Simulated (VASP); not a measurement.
The system is GaN.

```
Ga N
1.0
     0.01715    2.12566    2.12566
     2.12566    0.01715    2.12566
     2.12566    2.12566    0.01715
Ga N
1 1
Direct
  0.00000 0.00000 0.00000
  0.50000 0.50000 0.50000
```

The cell was built by a generator and needn't be a form met in nature.

The cell isn't the ideal one: shear_111 strain +1.2%.

Base run:

- Program: VASP 6.6.1
- Functional: PBE
- Potentials or basis: VASP PAW PBE potentials, release 64 (Ga_d, N)
- Cutoff: 520 eV
- k mesh: 10 × 10 × 10
- Occupations: fermi-dirac, width 0.02 eV
- Spin: no spin polarisation

Its results: band gap on the k mesh 0.55 eV, indirect (least direct gap 2.62 eV); pressure 6.2 GPa.

Problem. The run is repeated on the same cell with these changes: functional from PBE to r2SCAN; occupations from fermi-dirac, width 0.02 eV to gaussian, width 0.01 eV. What comes out?

Solution. Band gap on the k mesh 1.06 eV, indirect (least direct gap 3.19 eV); pressure -1.6 GPa.

Caveats: the PAW data sets were made with another functional, which shifts forces and pressure a little (some runs).

A k mesh can miss the band edges.
